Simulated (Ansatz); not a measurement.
Space group P4_2/nmc:1 (No. 137). a = 3.601 Å, b = 3.601 Å, c = 5.228 Å, α = 90.00°, β = 90.00°, γ = 90.00°
| atom | site | symmetry | x | y | z |
| --- | --- | --- | --- | --- | --- |
| Zr | 2a | -4m2 | 0.0000 | 0.0000 | 0.0000 |
| O | 4d | 2mm. | 0.0000 | 0.5000 | 0.1968 |

Equation of state of this ZrO2 structure (not necessarily the ground state), with shape and atoms relaxed at each volume where symmetry leaves them free. Level of theory: Ansatz, DFT r2SCAN, scalar-relativistic, plane waves, PAW.

Plane waves to 500 eV, a k mesh through Γ of 6×6×6 on the computed 6-atom cell and Gaussian smearing (0.02 eV); no spin polarisation.

```
V (Å³/atom) E − E(largest V) (meV/atom) P (GPa) gap on mesh (eV)
      9.946                        70.64    32.82              4.44
     10.285                        12.79    22.20              4.57
     10.624                       -24.52    13.34              4.61
     10.963                       -44.74     6.01              4.64
     11.302                       -50.86    -0.02              4.62
     11.641                       -45.45    -4.92              4.59
     11.980                       -30.74    -8.84              4.58
     12.432                         0.00   -12.71              4.58
```

Question: Fit a third-order Birch–Murnaghan equation to E(V).

Answer: V0 = 11.30 Å³/atom, B0 = 179 GPa, B0' = 5.8.

This form isn't the usual stable structure of the compound.